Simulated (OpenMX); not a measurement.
Runs of OpenMX 3.8.5 on Tc. Symmetry: P6_3/mmc, No. 194, hexagonal system. Conventional cell: a = 2.740 Å, b = 2.740 Å, c = 4.398 Å, α = 90.00°, β = 90.00°, γ = 120.00°. Tc (site symmetry -6m2) has 12 Tc at 2.71 to 2.74 Å as nearest neighbours. 

```csv
task,potentials or basis,cell,k mesh,gap on the mesh (eV),pressure (GPa),largest force (eV/Å)
single point,"OpenMX 2013 PBE set, Tc7.0-s3p2d1, grid cutoff 560 Ry","atom 1 moved by [-0.0264, 0.0, -0.0424] A",9 × 9 × 5,none,-,0.23
band structure,"OpenMX 2013 PBE set, Tc7.0-s3p2d2f1, grid cutoff 400 Ry",as given,11 × 11 × 7,-,(a),0.02
single point,"OpenMX 2013 PBE set, Tc7.0-s3p2d1, grid cutoff 560 Ry","atom 1 moved by [0.0264, 0.0, 0.0424] A",9 × 9 × 5,none,-,0.23
single point,"OpenMX 2013 PBE set, Tc7.0-s3p2d1, grid cutoff 560 Ry",as given,9 × 9 × 5,none,10.5,0.02
```

Alike in all rows: level PBE; no spin polarisation; smearing fermi-dirac 0.05 eV.

Q: Estimate the missing entries.

A: (a) 5.3.

Caveats: the basis of atomic orbitals isn't converged, which shifts pressures, moduli and gaps.

A k mesh can miss the band edges, and the runs leave out spin-orbit coupling on Tc.

A gap of «none» marks a metal or a gap under the smearing width.
